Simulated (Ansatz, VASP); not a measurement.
NaF (Villiaumite) in VASP and in Ansatz

File INCAR:

```
PREC = Accurate ; ENCUT = 520
EDIFF = 1E-6 ; ISMEAR = -1
SIGMA = 0.02 ; LREAL = False
LASPH = True ; NELM = 100
ALGO = Normal ; ISIF = 2
LWAVE = False ; LCHARG = False
GGA = PE ; NBANDS = 14
```

The input KPOINTS:

```
regular mesh
0
Gamma
  10 10 10
```

The input POSCAR:

```
NaF
1.0
    0.0000000000      2.1651503900      2.1651503900
    2.1651503900      0.0000000000      2.1651503900
    2.1651503900      2.1651503900      0.0000000000
Na F
1 1
Direct
    0.0000000000      0.0000000000      0.0000000000
    0.5000000000      0.5000000000      0.5000000000
```

Input for Ansatz:

```yaml
crystal:
  lattice:
    - [0.0, 2.16515039, 2.16515039]
    - [2.16515039, 0.0, 2.16515039]
    - [2.16515039, 2.16515039, 0.0]
  atoms:
    - { symbol: Na, position: [0.0, 0.0, 0.0] }
    - { symbol: F, position: [0.5, 0.5, 0.5] }
kpoints:
  mp_grid: { grid: [10, 10, 10] }
  band_path:
    path:
      - [0.0, 0.0, 0.0]
      - [0.5, 0.0, 0.5]
      - [0.625, 0.25, 0.625]
      - [0.375, 0.375, 0.75]
      - [0.5, 0.5, 0.5]
      - [0.5, 0.25, 0.75]
    npoints: 1
hamiltonian:
  xc: pbe
scf:
  occupations: { method: fermi_dirac, width: 0.02 }
  n_extra_bands: 4
output:
  forces: true
  stress: true
  eigenvalues: true
  write_density: true
  write_potential: true
  elf: true
  volumetric_format: npy
```

Change from the starting cell: hydrostatic strain -5.8%.

Alike in both runs: task single point; functional PBE; k mesh 10 × 10 × 10; occupations fermi-dirac, width 0.02 eV; no spin polarisation.

|  | VASP | Ansatz |
| --- | --- | --- |
| version | VASP 6.6.1 | Ansatz 0.2.0 |
| potentials or method | VASP PAW PBE potentials, release 64 (Na_pv, F) | plane waves, PAW |
| plane-wave cutoff (eV) | 520 | 420 |
| valence electrons in the cell | 14 | 16 |

```tsv
	VASP	Ansatz	Ansatz less VASP
gap on the k mesh at the Fermi level (eV)	7.55	7.58	+0.023
pressure (GPa)	19.6	19.4	-0.17
```

The two sets of potentials don't hold the same shells in valence.

Caveats: so large a pressure means that the cell lies far from this level's equilibrium, or that cutoff or potentials fall short (VASP). A k mesh can miss the band edges.
